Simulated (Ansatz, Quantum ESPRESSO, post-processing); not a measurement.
# Screening and band shifts of honeycomb MgO, 1 layer, part 5 of 6

How does honeycomb MgO, 1 layer respond to a gate-like field without added charge?

Quantum ESPRESSO 7.5; plane-wave DFT, LDA, GBRV ultrasoft pseudopotentials; geometry and cross-check by Ansatz 0.2.0 with PAW datasets.

So far. Step 11 (Self-consistent run: field 0.3 V/Å): The dipole goes from 0.0000 to 0.0371 e Å, 0.1237 e Å per V/Å. Step 12 (Potential by pp.x): The slope in the vacuum is 0.300 eV/Å for an applied 0.30 V/Å, as it should be.

## 13. Bands along a path: field 0.3 V/Å

Contents of f3.bands.in:

```
&control
  prefix = 'f3.bands'
  outdir = './out'
  pseudo_dir = './pseudo'
  calculation = 'bands'
  tefield = .true.
  dipfield = .true.
/
&system
  ibrav = 0
  nat = 2
  ntyp = 2
  ecutwfc = 40
  ecutrho = 200
  occupations = 'smearing'
  smearing = 'fd'
  degauss = 0.004
  edir = 3
  emaxpos = 0.97
  eopreg = 0.04
  eamp = 0.00583407
  nbnd = 14
/
&electrons
  conv_thr = 1e-07
  mixing_beta = 0.4
  electron_maxstep = 120
  mixing_mode = 'local-TF'
/
ATOMIC_SPECIES
  O   15.9990  o_lda_v1.2.uspp.F.UPF
  Mg  24.3050  mg_lda_v1.4.uspp.F.UPF
CELL_PARAMETERS angstrom
  3.30000000000655 0.00000000000000 0.00000000000000
  -1.65000000000328 2.85788383249432 0.00000000000000
  0.00000000000000 0.00000000000000 17.00000000000000
ATOMIC_POSITIONS crystal
  O   0.666666666667 0.333333333333 0.500000000000
  Mg  0.333333333333 0.666666666667 0.500000000000
K_POINTS crystal_b
4
  0.0000000000 0.0000000000 0.0000000000 14
  0.5000000000 0.0000000000 0.0000000000 14
  0.3333333333 0.3333333333 0.0000000000 14
  0.0000000000 0.0000000000 0.0000000000 1
```

The run is started by

```sh
$ cp -r out/f3.save out/f3.bands.save
$ cp out/f3.xml out/f3.bands.xml
$ OMP_NUM_THREADS=1 mpirun -n 2 pw.x -nk 2 -in f3.bands.in > f3.bands.out
```

Numbers of over 12 decimals in the logs are rounded to 6 here.

What it wrote:

```text
[banner, memory and clock lines left out]
Program PWSCF v.7.5 starts
[citation notice left out]

[...]
bravais-lattice index     =            0
     lattice parameter (alat)  =       6.2361  a.u.
     unit-cell volume          =    1081.9421 (a.u.)^3
     number of atoms/cell      =            2
     number of atomic types    =            2
     number of electrons       =        16.00
     number of Kohn-Sham states=           14
     kinetic-energy cutoff     =      40.0000  Ry
     charge density cutoff     =     200.0000  Ry
     Exchange-correlation=  SLA  PZ   NOGX NOGC
                           (   1   1   0   0   0   0   0)

[...]
PseudoPot. # 1 for O  read from file:
     ./pseudo/o_lda_v1.2.uspp.F.UPF
     Pseudo is Ultrasoft + core correction, Zval =  6.0
     Generated by new atomic code, or converted to UPF format
     Using radial grid of  737 points,  5 beta functions with:
                l(1) =   0
                l(2) =   0
                l(3) =   1
                l(4) =   1
                l(5) =   2
     Q(r) pseudized with  8 coefficients,  rinner =    0.900   0.900   0.900
                                                       0.900   0.900

     PseudoPot. # 2 for Mg read from file:
     ./pseudo/mg_lda_v1.4.uspp.F.UPF
     Pseudo is Ultrasoft, Zval = 10.0
     Generated by new atomic code, or converted to UPF format
     Using radial grid of  821 points,  7 beta functions with:
                l(1) =   0
                l(2) =   0
                l(3) =   0
                l(4) =   1
                l(5) =   1
                l(6) =   2
                l(7) =   2
     Q(r) pseudized with  8 coefficients,  rinner =    1.200   1.200   1.200
                                                       1.200   1.200

     atomic species   valence    mass     pseudopotential
     O                 6.00    15.99900     O ( 1.00)
     Mg               10.00    24.30500     Mg( 1.00)

     No symmetry found

[...]
number of k points=    43  Fermi-Dirac smearing, width (Ry)=  0.0040
[...]
Dense  grid:    51547 G-vectors     FFT dimensions: (  30,  30, 150)

     Smooth grid:    37077 G-vectors     FFT dimensions: (  25,  25, 135)

     The potential is recalculated from file :
     ./out/f3.bands.save/charge-density

     negative rho (up, down):  1.971E-04 0.000E+00

     Adding external electric field

     Computed dipole along edir(3) :
        Dipole                0.0701 Ry au,          0.1782 Debye
        Dipole field          0.0008 Ry au,

        E field amplitude [Ha a.u.]:  5.8341E-03
        Potential amp.        0.3096 Ry
        Total length         30.8403 bohr

     Starting wfcs are    9 randomized atomic wfcs +    5 random wfcs

     Band Structure Calculation
     Davidson diagonalization with overlap

     ethr =  6.25E-10,  avg # of iterations = 33.1

     End of band structure calculation

          k = 0.0000 0.0000 0.0000 (  4649 PWs)   bands (ev):

   -75.5963 -43.1502 -42.9868 -42.9868 -19.3661  -5.3292  -4.7087  -4.7087
    -1.0182   0.2308   1.0852   2.4099   2.9918   4.8896

          k = 0.0357 0.0206 0.0000 (  4665 PWs)   bands (ev):

   -75.5963 -43.1502 -42.9872 -42.9869 -19.3606  -5.3197  -4.7468  -4.7117
    -0.9773   0.2554   1.1035   2.4330   3.0152   4.9143

[...]
```

The job ended after 9.7 s (2 MPI ranks of Arm Neoverse V2, shared host; peak memory 0.14 GiB; 19 s of CPU time).

Band numbers count within the set of bands kept for display. Electronic bands along the path, in eV, zero at the highest filled level of the SCF mesh; v1 is the highest filled band, c1 the lowest empty one:

```csv
point,v3,v2,v1,c1,c2,c3,c4
Γ,-0.97,-0.35,-0.35,3.34,4.59,5.45,6.77
halfway,-1.53,-0.57,-0.47,4.83,5.76,6.29,7.83
M,-2.38,-0.58,-0.11,7.40,7.72,8.34,9.11
halfway,-2.19,-0.98,-0.06,7.74,8.25,8.54,9.45
K,-1.72,-1.64,0.00,8.46,8.96,9.03,9.47
halfway,-1.66,-0.63,-0.46,5.25,6.13,6.56,8.18
Γ,-0.97,-0.35,-0.35,3.34,4.59,5.45,6.77
```

The electronic bands as a text plot (rows in eV, shown from -2.4 to 6.8 only):

```
    6.6 |+          +++ ++                     ++  +++          +
    6.2 |        ++++                            ++ +++++
    5.8 |     +++  +   +                           +  ++ ++++
    5.4 |+++++   ++  ++                             ++  +    ++++
    5.1 |     +++   +                                    ++++
    4.7 |+++++   +++                                  ++     ++++
    4.3 |       +                                       +
    3.9 |     ++                                         ++++
    3.5 |+++++                                               ++++
    3.1 |
    2.8 |
    2.4 |
    2.0 |
    1.6 |
    1.2 |
    0.9 |
    0.5 |
    0.1 |                       ***************
   -0.3 |***********************               *******   ********
   -0.7 |  ***********************                 ***********
   -1.0 |********                 ****        *****     *********
   -1.4 |        ***                  *** ****        **
   -1.8 |           ***               ****************
   -2.2 |              ***************
         Γ                   M           K                      Γ
```

Upper empty bands that drop with the field can be states of the vacuum, held by the sawtooth; they depend on the cell's width.

Along this path the valence top lies at K and the conduction bottom at Γ.

## 14. Density by pp.x

plot_num = 0 writes the valence density.

Contents of f0.rho.in:

```
&inputpp
  prefix = 'f0'
  outdir = './out'
  filplot = 'f0.rho.dat'
  plot_num = 0
/
```

The run is started by

```sh
$ OMP_NUM_THREADS=1 mpirun -n 2 pp.x -in f0.rho.in > f0.rho.out
```

What it wrote:

```text
[banner, memory and clock lines left out]
Program POST-PROC v.7.5 starts

          URL

     ./out/f0.save/

     IMPORTANT: XC functional enforced from input :
     Exchange-correlation= PZ
                           (   1   1   0   0   0   0   0)
     Any further DFT definition will be discarded
     Please, verify this is what you really want

     negative rho (up, down):  1.981E-04 0.000E+00

     Adding external electric field

     Computed dipole along edir(3) :
        Dipole                0.0000 Ry au,          0.0000 Debye
        Dipole field          0.0000 Ry au,

        Potential amp.       -0.0000 Ry
        Total length         30.8403 bohr

     Calling punch_plot, plot_num =   0
     Writing data to file  f0.rho.dat
     Message from routine chdens:
     namelist plot not found or invalid, exiting
```

The job ended after 0.94 s (2 MPI ranks; peak memory 0.12 GiB).

Numbers from this step:

```
electrons by integration : 16.00 e
```

Mean over planes. The valence density, planar mean by z:

z (Å), valence density, planar mean (e/Å³) and a bar:
```
      5.0       0.00 
      5.5       0.00 
      6.0       0.00 
      6.5       0.00 
      7.0       0.02 
      7.5       0.08 #
      8.0       0.50 ######
      8.5       2.32 ##############################
      9.0       0.50 ######
      9.5       0.08 #
     10.0       0.02 
     10.5       0.00 
     11.0       0.00 
     11.5       0.00 
     12.0       0.00
```

Valence density in the ca plane at fractional y = 0.333, with atoms of O within 0.2 Å of it. It is the smooth field of the valence electrons, not physical close to the nuclei.

Ten steps, logarithmic in the rise over the least value, from '0' (0.0 e/Å³) to '9' (6.8 e/Å³), each cell a mean:
```
00000000000000000001355421000000000000000000
00000000000000000012589742000000000000000000
00000000000000000013699852000000000000000000
00000000000000000012578641000000000000000000
00000000000000000001345421000000000000000000
00000000000000000001122210000000000000000000
00000000000000000000122110000000000000000000
00000000000000000001223210000000000000000000
```
Columns run along c (17.0 Å), rows up along a (3.3 Å). Atoms in or near the plane, at fractional coordinates: O at (0.50, 0.67).

The density integrates to 16.000 electrons, as the 16 of the input ask.

## 15. Valence density

Contents of f2.rho.in:

```
&inputpp
  prefix = 'f2'
  outdir = './out'
  filplot = 'f2.rho.dat'
  plot_num = 0
/
```

The run is started by

```sh
$ OMP_NUM_THREADS=1 mpirun -n 2 pp.x -in f2.rho.in > f2.rho.out
```

It took 0.94 s on 2 MPI ranks; peak memory 0.12 GiB.

## 16. Charge moved by a field of 0.2 V/Å

Read from the output:

```
largest charge moved across a plane : 9.85e-4 e/Å²
dipole step                         : -0.4743 eV
```

Table of planar mean by z:

```csv
z (Å),planar mean (e/Å³)
2.5,5.4e-8
3.0,1.7e-7
3.5,5.3e-7
4.0,1.6e-6
4.5,5.0e-6
5.0,1.5e-5
5.5,4.3e-5
6.0,1.1e-4
6.5,2.6e-4
7.0,5.1e-4
7.5,7.2e-4
8.0,3.2e-4
8.5,8.2e-6
9.0,-3.6e-4
9.5,-7.3e-4
10.0,-5.1e-4
10.5,-2.5e-4
11.0,-1.0e-4
11.5,-3.7e-5
12.0,-1.2e-5
12.5,-3.8e-6
13.0,-1.2e-6
13.5,-3.4e-7
14.0,-1.0e-7
14.5,-2.8e-8
```

Running integral, electrons below z against z:

```csv
z (Å),"running integral, electrons below z (e/Å²)"
3.0,8.5e-8
3.5,2.6e-7
4.0,8.2e-7
4.5,2.5e-6
5.0,7.7e-6
5.5,2.3e-5
6.0,6.3e-5
6.5,1.6e-4
7.0,3.7e-4
7.5,7.0e-4
8.0,9.7e-4
8.5,9.6e-4
9.0,9.2e-4
9.5,5.9e-4
10.0,2.9e-4
10.5,1.2e-4
11.0,4.3e-5
11.5,1.4e-5
12.0,4.5e-6
12.5,1.4e-6
13.0,4.1e-7
13.5,1.2e-7
14.0,3.5e-8
```

## 17. Polarisability from the dipole between 0 and 0.1 V/A

Numbers from this step:

- change of slope in the vacuum: 0.09999 eV/Å
- polarisability a cell: 1.775 Å³
- sheet polarisability 4πα/A: 2.365 Å

The change of the potential energy, second field less first by z:

```csv
z (Å),"change of the potential energy, second field less first (eV)"
0.0,-0.365
0.5,-0.681
1.0,-0.631
1.5,-0.581
2.0,-0.531
2.5,-0.481
3.0,-0.431
3.5,-0.381
4.0,-0.331
4.5,-0.281
5.0,-0.231
5.5,-0.181
6.0,-0.133
6.5,-0.0871
7.0,-0.0474
7.5,-0.0191
8.0,-0.00610
8.5,0
9.0,0.00620
9.5,0.0197
10.0,0.0484
10.5,0.0886
11.0,0.135
11.5,0.183
12.0,0.233
12.5,0.283
13.0,0.333
13.5,0.383
14.0,0.433
14.5,0.483
15.0,0.533
15.5,0.583
16.0,0.633
16.5,0.611
```

## 18. Dipole against field

Table of dipole along the normal, dipole moment by applied field:

```csv
applied field (V/Å),"dipole along the normal, dipole moment (e·Å)"
0.000,0
0.100,0.0123
0.200,0.0247
0.300,0.0371
```

## 19. Cross-check with Ansatz: field 0.1 V/Å

A second code with its own PAW datasets, on the same atoms.

Level of this step: plane-wave DFT, PBE, Ansatz PAW (Ansatz 0.2.0).

Contents of input.yaml:

```yaml
crystal:
  lattice:
    - [3.3, 0.0, 0.0]
    - [-1.65, 2.8578838325, 0.0]
    - [0.0, 0.0, 17.0]
  atoms:
    - { symbol: O, position: [0.6666666667, 0.3333333333, 0.5] }
    - { symbol: Mg, position: [0.3333333333, 0.6666666667, 0.5] }
kpoints:
  mp_grid: { grid: [12, 12, 1] }
hamiltonian:
  xc: pbe
scf:
  occupations: { method: fermi_dirac, width: 0.054 }
  convergence: { dr2_threshold: 1.0e-09 }
efield:
  axis: 3
  dipole_correction: true
  ramp_position: 0.97
  ramp_width: 0.04
  amplitude: 0.1
output:
  write_potential: true
  write_density: true
  volumetric_format: npy
```

The run is started by

```sh
$ ansatz run input.yaml --threads 2 --pin off --max-ram 4096MiB --backend cpu --events-out ev --progress --plain --runs-dir out
```

What it wrote:

```text
[...]
Crystal: 2 atoms, lattice volume = 160.327 Å³
Basis set: ecut = 420 eV, 3165 PW (Γ)
Bands: 12, of which v1, the nominal top of the filled ones, is band 8 counted from 1 (7 counted from 0)
Symmetry: 6 space group operations
k-points: 19 of 144 (time reversal used)
[...]
SCF iter   1: F=—  HF=-2496.537925 eV  |F-HF|=—  |Δ(HF+E_count)|=         —  Δρ=7.36e-2  dr2=1.09e1  ethr=3.10e-3  p=0.015 e·Å  D=1.73e-2 V/Å  ΔV_dip=-0.29 eV  dr2_dipole=8.77e-5  V_vac-E_F(+/−)=9.17/7.90 eV  ⟨swp⟩=6.1  Hψ=1485  notcnv=0
[...]
SCF iter  10: F=-2493.228232 eV  HF=-2493.228232 eV  |F-HF|=6.28e-10  |Δ(HF+E_count)|=  2.93e-10  Δρ=8.47e-7  dr2=7.23e-10  ethr=6.25e-12  p=0.012 e·Å  D=1.41e-2 V/Å  ΔV_dip=-0.24 eV  dr2_dipole=4.44e-13  V_vac-E_F(+/−)=4.39/3.07 eV  ⟨swp⟩=7.0  Hψ=1223  notcnv=0
SCF 1 converged in 10 iterations: F = -2493.228232 eV  dr2 = 7.23e-10
[...]
SCF converged after 10 iterations
Free energy (F): -2493.228232 eV
[...]
Internal energy: -2493.228232 eV  (E = F + TS)
E sigma→0 (E₀):  -2493.228232 eV
Fermi energy:    -2.219516 eV
Dipole field:    D = 0.014099 V/Å  (p = 0.012492 e·Å, saw-weighted, corrected)
Work function:   not extracted (applied field tilts the vacuum); planar V_es + V_field profile in the machine report
[...]
--- Band table (eV; the first three rows and the last of 19) ---
  k-point 0: bands = [... 4 lower, -19.3130, -4.9233, -4.3012, -4.3012, -0.6047, 0.9923, 1.5292, 2.7708]
  k-point 1: bands = [... 4 lower, -19.2849, -4.8733, -4.4915, -4.3170, -0.3931, 1.1011, 1.6536, 2.9205]
  k-point 2: bands = [... 4 lower, -19.2073, -4.9400, -4.7323, -4.3594, 0.1495, 1.4166, 2.0264, 3.3183]
  k-point 18: bands = [... 4 lower, -18.8220, -5.6374, -5.5625, -3.9778, 4.6622, 5.0369, 5.1627, 5.4844]
```

It took 2 s on 2 threads; peak memory 0.35 GiB.

Numbers from this step:

| Property | Result |
| --- | --- |
| free energy | -2493.2282 eV |
| Fermi energy | -2.220 eV |
| gap by band count | 3.373 eV |
| dipole along the normal | 0.01249 e·Å |

At 0.1 V/Å Ansatz's dipole is 0.0125 e Å against 0.0123 from pw.x, under another functional.

## 20. Cross-check with Ansatz: field -0.1 V/Å

input.yaml is the input of step 19 with these lines changed:

```diff
@@ -20,3 +20,3 @@
   ramp_width: 0.04
-  amplitude: 0.1
+  amplitude: -0.1
 output:
```

What it wrote:

```text
[...]
Crystal: 2 atoms, lattice volume = 160.327 Å³
Basis set: ecut = 420 eV, 3165 PW (Γ)
Bands: 12, of which v1, the nominal top of the filled ones, is band 8 counted from 1 (7 counted from 0)
Symmetry: 6 space group operations
k-points: 19 of 144 (time reversal used)
[...]
--- Band table (eV; the first three rows and the last of 19) ---
  k-point 0: bands = [... 4 lower, -19.3422, -4.9526, -4.3304, -4.3304, -0.6338, 0.9675, 1.5534, 2.7766]
  k-point 1: bands = [... 4 lower, -19.3141, -4.9025, -4.5208, -4.3462, -0.4222, 1.0757, 1.6788, 2.9184]
  k-point 2: bands = [... 4 lower, -19.2365, -4.9692, -4.7615, -4.3886, 0.1204, 1.3896, 2.0538, 3.2906]
  k-point 18: bands = [... 4 lower, -18.8513, -5.6666, -5.5918, -4.0071, 4.6330, 5.0077, 5.1335, 5.4552]
[key lines of the parts left out:]
SCF converged after 11 iterations
Free energy (F): -2493.228232 eV
Fermi energy:    -2.248697 eV
Dipole field:    D = -0.014094 V/Å  (p = -0.012488 e·Å, saw-weighted, corrected)
```

Run time: 2 s. Hardware: 2 threads; peak memory 0.35 GiB.

This step gave:

* Fermi energy: -2.249 eV
* dipole along the normal: -0.01249 e·Å

## 21. Dipole against field, Ansatz

The dipole along the normal, dipole moment by applied field:

```csv
applied field (V/Å),"dipole along the normal, dipole moment (e·Å)"
-0.1000,-0.0125
0.0000,2.3e-6
0.1000,0.0125
```

(Part 5 of 6 ends here.)

[Logs are printed without paths, hosts, clocks, repeated set-up lines and the standing remarks that a program may print on its own settings, such as how far it seeks lower states.]

[Hosts, paths, dates, database ids (printed as entryN), source tags and the programs' standing remarks are cut or masked in the printed files.]

[Maps of the electrostatic potential energy from Ansatz leave out the sawtooth potential of an applied field or a dipole correction, so their vacuum need not be flat; planar profiles and work functions include it.]
